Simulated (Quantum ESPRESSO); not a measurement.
# CuAu (P4/mmm) in Quantum ESPRESSO: reference runs

Aim: a first look at CuAu with PBE, on the cell as given and on a disturbed one.

All numbers are computed with Quantum ESPRESSO 7.5; they aren't measurements. Logs are shortened: lines on timing, memory, paths and dates and some standing lists are left out, and cuts for length are marked.

## Step 1: The crystal as given

Symmetry: P4/mmm, No. 123, tetragonal system. The conventional cell has a = 2.811 Å, b = 2.811 Å, c = 3.685 Å, α = 90.00°, β = 90.00°, γ = 90.00°. Around Au (site symmetry 4/mmm) lie 8 Cu at 2.71 Å and 4 Au at 2.81 Å. Around Cu (site symmetry 4/mmm) lie 8 Au at 2.71 Å and 4 Cu at 2.81 Å.

## Step 2: Single point, PBE

Contents of pw.in:

```
&CONTROL
  calculation = 'scf'
  prefix = 'pwscf'
  outdir = './tmp'
  pseudo_dir = './pseudo'
  tprnfor = .true.
  tstress = .true.
  disk_io = 'low'
/
&SYSTEM
  ibrav = 0
  nat = 2
  ntyp = 2
  ecutwfc = 60
  ecutrho = 440
  nbnd = 22
  occupations = 'smearing'
  smearing = 'fd'
  degauss = 0.00367493
/
&ELECTRONS
  conv_thr = 4d-10
  electron_maxstep = 120
  mixing_beta = 0.5
/
ATOMIC_SPECIES
Au   196.9666 Au_ONCV_PBE-1.0.oncvpsp.upf
Cu    63.5460 Cu.paw.z_11.ld1.psl.v1.0.0-low.upf
CELL_PARAMETERS angstrom
   2.8107494552    0.0000000000    0.0000000000
   0.0000000000    2.8107494552    0.0000000000
   0.0000000000    0.0000000000    3.6850000000
ATOMIC_POSITIONS crystal
Au     0.0000000000    0.0000000000    0.0000000000
Cu     0.5000000000    0.5000000000    0.5000000000
K_POINTS automatic
9 9 7 0 0 0
```

Contents of pp_density.in:

```
&INPUTPP
  prefix = 'pwscf'
  outdir = './tmp'
  filplot = 'density.dat'
  plot_num = 0
/
&PLOT
  nfile = 1
  filepp(1) = 'density.dat'
  iflag = 3
  output_format = 6
  fileout = 'density.cube'
/
```

Contents of pp_potential.in:

```
&INPUTPP
  prefix = 'pwscf'
  outdir = './tmp'
  filplot = 'potential.dat'
  plot_num = 11
/
&PLOT
  nfile = 1
  filepp(1) = 'potential.dat'
  iflag = 3
  output_format = 6
  fileout = 'potential.cube'
/
```

Potentials or basis: SSSP 1.3 efficiency PBE.

The run is started by

```
> OMP_NUM_THREADS=1 pw.x -in pw.in > pw.out
> OMP_NUM_THREADS=1 pp.x -in pp_density.in > pp_density.out
> OMP_NUM_THREADS=1 pp.x -in pp_potential.in > pp_potential.out
```

pw.out:

```text
This program is part of the open-source Quantum ESPRESSO suite
     for quantum simulation of materials; please cite
         "P. Giannozzi et al., J. Phys.:Condens. Matter 21 395502 (2009);
         "P. Giannozzi et al., J. Phys.:Condens. Matter 29 465901 (2017);
         "P. Giannozzi et al., J. Chem. Phys. 152 154105 (2020);
     in publications or presentations arising from this work. More details at

     file Cu.paw.z_11.ld1.psl.v1.0.0-low.upf: wavefunction(s)  4S 3D renormalized
     Message from routine setup:
     using ibrav=0 with symmetry is DISCOURAGED, use correct ibrav instead

     G-vector sticks info
     --------------------
     sticks:   dense  smooth     PW     G-vecs:    dense   smooth      PW
     Sum         989     545    169                30635    12323    2099

     Using Slab Decomposition

     bravais-lattice index     =            0
     lattice parameter (alat)  =       5.3115  a.u.
     unit-cell volume          =     196.4619 (a.u.)^3
     number of atoms/cell      =            2
     number of atomic types    =            2
     number of electrons       =        30.00
     number of Kohn-Sham states=           22
     kinetic-energy cutoff     =      60.0000  Ry
     charge density cutoff     =     440.0000  Ry
     scf convergence threshold =      4.0E-10
     mixing beta               =       0.5000
     number of iterations used =            8  plain     mixing
     Exchange-correlation= SLA  PW   PBX  PBC
                           (   1   4   3   4   0   0   0)

     celldm(1)=   5.311547  celldm(2)=   0.000000  celldm(3)=   0.000000
     celldm(4)=   0.000000  celldm(5)=   0.000000  celldm(6)=   0.000000

     crystal axes: (cart. coord. in units of alat)
               a(1) = (   1.000000   0.000000   0.000000 )
               a(2) = (   0.000000   1.000000   0.000000 )
               a(3) = (   0.000000   0.000000   1.311038 )

     reciprocal axes: (cart. coord. in units 2 pi/alat)
               b(1) = (  1.000000  0.000000  0.000000 )
               b(2) = (  0.000000  1.000000  0.000000 )
               b(3) = (  0.000000  0.000000  0.762754 )

     PseudoPot. # 1 for Au read from file:
     Au_ONCV_PBE-1.0.oncvpsp.upf
     Pseudo is Norm-conserving, Zval = 19.0
     Generated using ONCVPSP code by D. R. Hamann
     Using radial grid of 1278 points,  8 beta functions with:
                l(1) =   0
                l(2) =   0
                l(3) =   1
                l(4) =   1
                l(5) =   2
                l(6) =   2
                l(7) =   3
                l(8) =   3

     PseudoPot. # 2 for Cu read from file:
     Cu.paw.z_11.ld1.psl.v1.0.0-low.upf
     Pseudo is Projector augmented-wave + core cor, Zval = 11.0
     Generated using &quot;atomic&quot; code by A. Dal Corso  v.6.3MaX
     Shape of augmentation charge: PSQ
     Using radial grid of 1199 points,  6 beta functions with:
                l(1) =   0
                l(2) =   0
                l(3) =   1
                l(4) =   1
                l(5) =   2
                l(6) =   2
     Q(r) pseudized with 0 coefficients

     atomic species   valence    mass     pseudopotential
     Au               19.00   196.96660     Au( 1.00)
     Cu               11.00    63.54600     Cu( 1.00)

     16 Sym. Ops., with inversion, found

   Cartesian axes

     site n.     atom                  positions (alat units)
         1        Au     tau(   1) = (   0.0000000   0.0000000   0.0000000  )
         2        Cu     tau(   2) = (   0.5000000   0.5000000   0.6555191  )

     number of k points=    60  Fermi-Dirac smearing, width (Ry)=  0.0037
                       cart. coord. in units 2pi/alat
        k(    1) = (   0.0000000   0.0000000   0.0000000), wk =   0.0035273
        k(    2) = (   0.0000000   0.0000000   0.1089649), wk =   0.0070547
        k(    3) = (   0.0000000   0.0000000   0.2179298), wk =   0.0070547
        k(    4) = (   0.0000000   0.0000000   0.3268947), wk =   0.0070547
        k(    5) = (   0.0000000   0.1111111   0.0000000), wk =   0.0141093
        k(    6) = (   0.0000000   0.1111111   0.1089649), wk =   0.0282187
[... 52 lines left out ...]
        k(   59) = (   0.4444444   0.4444444   0.2179298), wk =   0.0282187
        k(   60) = (   0.4444444   0.4444444   0.3268947), wk =   0.0282187

     Dense  grid:    30635 G-vectors     FFT dimensions: (  36,  36,  48)

     Smooth grid:    12323 G-vectors     FFT dimensions: (  27,  27,  36)

     Initial potential from superposition of free atoms

     starting charge      29.9997, renormalised to      30.0000
     Starting wfcs are   19 randomized atomic wfcs +    3 random wfcs

     Self-consistent Calculation

     iteration #  1     ecut=    60.00 Ry     beta= 0.50
     Davidson diagonalization with overlap
     ethr =  1.00E-02,  avg # of iterations =  4.4

     Threshold (ethr) on eigenvalues was too large:
     Diagonalizing with lowered threshold

     Davidson diagonalization with overlap
     ethr =  8.17E-05,  avg # of iterations =  4.1

     total energy              =    -487.76612406 Ry
     estimated scf accuracy    <       0.02426249 Ry

     iteration #  2     ecut=    60.00 Ry     beta= 0.50
     Davidson diagonalization with overlap
     ethr =  8.09E-05,  avg # of iterations =  2.0

     total energy              =    -487.76793356 Ry
     estimated scf accuracy    <       0.07933677 Ry

     iteration #  3     ecut=    60.00 Ry     beta= 0.50
     Davidson diagonalization with overlap
     ethr =  8.09E-05,  avg # of iterations =  2.0

     total energy              =    -487.77831843 Ry
     estimated scf accuracy    <       0.00035415 Ry

     iteration #  4     ecut=    60.00 Ry     beta= 0.50
     Davidson diagonalization with overlap
     ethr =  1.18E-06,  avg # of iterations =  2.5

     total energy              =    -487.77838184 Ry
     estimated scf accuracy    <       0.00009747 Ry

     iteration #  5     ecut=    60.00 Ry     beta= 0.50
     Davidson diagonalization with overlap
     ethr =  3.25E-07,  avg # of iterations =  1.3

     total energy              =    -487.77838285 Ry
     estimated scf accuracy    <       0.00001923 Ry

     iteration #  6     ecut=    60.00 Ry     beta= 0.50
     Davidson diagonalization with overlap
     ethr =  6.41E-08,  avg # of iterations =  2.0

     total energy              =    -487.77838676 Ry
     estimated scf accuracy    <       0.00000177 Ry

     iteration #  7     ecut=    60.00 Ry     beta= 0.50
     Davidson diagonalization with overlap
     ethr =  5.90E-09,  avg # of iterations =  1.5

     total energy              =    -487.77838693 Ry
     estimated scf accuracy    <       0.00000007 Ry

     iteration #  8     ecut=    60.00 Ry     beta= 0.50
     Davidson diagonalization with overlap
     ethr =  2.21E-10,  avg # of iterations =  3.3

     total energy              =    -487.77838696 Ry
     estimated scf accuracy    <       0.00000001 Ry

     iteration #  9     ecut=    60.00 Ry     beta= 0.50
     Davidson diagonalization with overlap
     ethr =  3.97E-11,  avg # of iterations =  1.5

     End of self-consistent calculation

          k = 0.0000 0.0000 0.0000 (  1561 PWs)   bands (ev):

   -88.7372 -40.0306 -39.9779 -39.9779   7.5187  10.7167  10.8691  13.2671
    13.2671  14.3287  14.5054  15.1988  15.6481  15.8728  15.8728  19.3964
    25.3245  27.3343  27.3343  34.0171  34.1007  34.7423

          k = 0.0000 0.0000 0.1090 (  1569 PWs)   bands (ev):

   -88.7372 -40.0316 -39.9779 -39.9779   7.7662  10.7613  10.9516  13.3159
    13.3159  14.3674  14.4383  15.1285  15.6039  15.7203  15.7203  18.0162
    27.0896  27.8124  27.8124  33.0342  33.9790  35.9839

          k = 0.0000 0.0000 0.2179 (  1549 PWs)   bands (ev):

   -88.7371 -40.0338 -39.9778 -39.9778   8.4427  10.8675  11.1561  13.4470
    13.4470  14.2817  14.4661  14.8791  15.3699  15.3699  15.4928  15.8581
    29.1331  29.1331  30.3819  32.1566  33.7616  35.6572

          k = 0.0000 0.0000 0.3269 (  1546 PWs)   bands (ev):

   -88.7371 -40.0355 -39.9778 -39.9778   9.2166  10.9598  11.3647  13.5880
    13.5880  13.8745  14.1491  14.5640  15.0306  15.0651  15.0651  15.3849
    31.0405  31.0405  31.7099  32.3730  33.3837  33.3837

          k = 0.0000 0.1111 0.0000 (  1573 PWs)   bands (ev):

   -88.7365 -40.0290 -39.9964 -39.9765   7.8044  10.8488  11.0443  13.0928
    13.3340  14.2048  14.5488  15.1893  15.4764  15.5309  15.8133  20.1830
    24.7900  26.1896  27.8201  33.6465  34.8104  36.1670

          k = 0.0000 0.1111 0.1090 (  1548 PWs)   bands (ev):

   -88.7365 -40.0300 -39.9964 -39.9765   8.0475  10.8934  11.1240  13.1105
    13.3587  14.2427  14.5023  15.1219  15.2987  15.4085  15.7871  18.7657
    25.6814  27.5337  28.2696  32.8567  35.0322  35.6391

          k = 0.0000 0.1111 0.2179 (  1542 PWs)   bands (ev):

   -88.7364 -40.0321 -39.9963 -39.9764   8.7130  11.0002  11.3007  13.1546
    13.4380  14.2857  14.4065  14.7197  15.0547  15.2238  15.6648  16.6855
    26.9577  29.5281  30.5783  31.6912  33.7755  35.5411

          k = 0.0000 0.1111 0.3269 (  1551 PWs)   bands (ev):

   -88.7364 -40.0339 -39.9962 -39.9763   9.4858  11.1124  11.3628  13.2987
    13.5431  13.8837  14.2246  14.3493  15.0438  15.2279  15.4403  15.4757
    28.4975  30.1473  31.3913  32.2657  33.6434  34.3655
[... 283 lines left out ...]
          k = 0.3333 0.4444 0.3269 (  1529 PWs)   bands (ev):

   -88.7269 -40.1182 -40.0814 -40.0112  11.1000  11.3352  11.9281  13.2837
    13.5549  14.2171  14.3508  15.1572  15.3679  15.5906  19.2626  20.9718
    21.7150  23.1375  25.9693  27.3707  28.5744  30.1342

          k = 0.4444 0.4444 0.0000 (  1552 PWs)   bands (ev):

   -88.7256 -40.1153 -40.1151 -40.0040  10.2838  11.5492  11.5590  11.7081
    15.2138  15.5314  15.6232  15.6495  15.8829  15.9669  17.1548  18.4853
    22.9004  24.7123  27.4358  28.6562  29.1777  30.5944

          k = 0.4444 0.4444 0.1090 (  1543 PWs)   bands (ev):

   -88.7256 -40.1153 -40.1151 -40.0048  10.3709  11.5612  11.5617  11.9426
    15.0099  15.2388  15.4301  15.5613  15.6327  15.7497  18.0268  19.2323
    22.9701  24.4135  26.7250  28.0779  28.4828  29.9565

          k = 0.4444 0.4444 0.2179 (  1524 PWs)   bands (ev):

   -88.7256 -40.1152 -40.1150 -40.0067  10.5843  11.5627  11.5923  12.5927
    14.4875  14.5220  15.0829  15.3863  15.5700  15.6794  19.4134  20.7974
    22.9907  24.0263  24.9863  26.8710  27.2438  28.7686

          k = 0.4444 0.4444 0.3269 (  1508 PWs)   bands (ev):

   -88.7256 -40.1151 -40.1149 -40.0082  10.7817  11.5503  11.6224  13.4849
    14.1210  14.1285  14.4564  15.2222  15.5488  15.6743  20.7733  22.3479
    22.5960  23.5243  24.5425  24.9992  26.3971  27.9347

     the Fermi energy is    17.2878 ev

!    total energy              =    -487.77838696 Ry
     estimated scf accuracy    <          8.1E-11 Ry
     smearing contrib. (-TS)   =      -0.00028400 Ry
     internal energy E=F+TS    =    -487.77810296 Ry

     The total energy is F=E-TS. E is the sum of the following terms:
     one-electron contribution =    -121.58758183 Ry
     hartree contribution      =      85.74491678 Ry
     xc contribution           =     -70.03811348 Ry
     ewald contribution        =    -292.07032512 Ry
     one-center paw contrib.   =     -89.82699931 Ry

     convergence has been achieved in   9 iterations

     Forces acting on atoms (cartesian axes, Ry/au):

     atom    1 type  1   force =     0.00000000    0.00000000    0.00000000
     atom    2 type  2   force =     0.00000000    0.00000000    0.00000000

     Total force =     0.000000     Total SCF correction =     0.000000

     Computing stress (Cartesian axis) and pressure

          total   stress  (Ry/bohr**3)                   (kbar)     P=       39.77
   0.00028404   0.00000000   0.00000000           41.78        0.00        0.00
   0.00000000   0.00028404   0.00000000            0.00       41.78        0.00
   0.00000000   0.00000000   0.00024294            0.00        0.00       35.74

=------------------------------------------------------------------------------=
   JOB DONE.
=------------------------------------------------------------------------------=
```

It took 38 s on 1 thread of Arm Neoverse V1, shared host; peak memory 0.18 GiB.

What came out:

```
Free energy            : -6636.5630 eV
Pressure               : 4.0 GPa
Band gap on the k mesh : none (metal or under the smearing width)
```

Stress tensor (GPa, compression positive):
```
4.18 0.00 0.00
0.00 4.18 0.00
0.00 0.00 3.57
```

Levels at points of the mesh, in eV from the Fermi level:
| k point | band 11 | band 12 | band 13 | band 14 | band 15 | band 16 | band 17 | band 18 | band 19 | band 20 |
| --- | --- | --- | --- | --- | --- | --- | --- | --- | --- | --- |
| (0.00, 0.00, 0.00) | -2.78 | -2.09 | -1.64 | -1.41 | -1.41 | 2.11 | 8.04 | 10.05 | 10.05 | 16.73 |

The run has no spin-orbit coupling, so splittings on Au are missing.

## Step 3: Single point, PBE (atoms moved at random, drawn with an rms of 0.05 Å)

Edit pw.in of step 2 so:

```diff
@@ -7,3 +7,3 @@
   tstress = .true.
-  disk_io = 'low'
+  disk_io = 'nowf'
 /
@@ -33,4 +33,4 @@
 ATOMIC_POSITIONS crystal
-Au     0.0000000000    0.0000000000    0.0000000000
-Cu     0.5000000000    0.5000000000    0.5000000000
+Au    -0.0070600000    0.0031540000   -0.0155730000
+Cu     0.4965640000    0.4897100000    0.4947630000
 K_POINTS automatic
```

Potentials or basis: SSSP 1.3 efficiency PBE.

The run is started by

```
> OMP_NUM_THREADS=1 pw.x -in pw.in > pw.out
```

Run time: 2.6 min. Hardware: 1 thread of Arm Neoverse V1, shared host; peak memory 0.3 GiB.

Results (log left out):

* Free energy: -6636.5552 eV
* Pressure: 4.2 GPa
* Largest force: 0.304 eV/Å
* Band gap on the k mesh: none (metal or under the smearing width)

Forces on the atoms (eV/Å):
```
Au   0.036 -0.134  0.271
Cu  -0.036  0.134 -0.271
```

Stress tensor (GPa, compression positive):
```
 4.39 -0.02  0.05
-0.02  4.34 -0.17
 0.05 -0.17  3.81
```

Levels at points of the mesh, in eV from the Fermi level:
```
           k point  band 13  band 14  band 15  band 16  band 17  band 18
(0.00, 0.00, 0.00)    -1.64    -1.42    -1.42     2.12     8.03    10.05
```
